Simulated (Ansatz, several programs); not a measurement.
SrTe built on the rocksalt prototype, relaxed with r2SCAN in Ansatz (plane waves, PAW): it is cubic, Fm-3m (No. 225); conventional cell a = 6.706 Å, 37.69 Å³ an atom. Around Sr lie 6 Te at 3.35 Å; around Te lie 6 Sr at 3.35 Å. The cell was then scaled with its shape and fractional coordinates held. The values are computed, spin-unpolarised, and not measurements.

```csv
V (Å³/atom),E (meV/atom)
35.427,16.67
36.558,3.99
37.688,0.00
39.950,13.22
```

**Question.** Pass a cubic E = c₀ + c₁u + c₂u² + c₃u³, with u = V − 37.406 Å³, through these points.

**Answer.** c₀ = 0.25, c₁ = -1.732, c₂ = 3.041, c₃ = -0.1399 (meV and Å³).

**Question.** Where is the minimum, and what bulk modulus follows?

**Answer.** dE/du = 0 at u = +0.291, so V₀ = 37.70 Å³. B = V₀ d²E/dV² = 37.70 × (2c₂ + 6c₃u) = 37.70 × 5.838 = 220 meV/Å³, and 1 meV/Å³ is 0.16022 GPa: 35 GPa. A third-order Birch-Murnaghan fit to all five points gives 37.70 Å³ and 35 GPa.

**Question.** Predict the energy and the pressure at the withheld volume, 38.819 Å³.

**Answer.** With u = +1.413: E ≈ 3.48 meV and P = −dE/dV ≈ -0.97 GPa. The run gives 3.44 meV and, from its stress, -0.96 GPa.
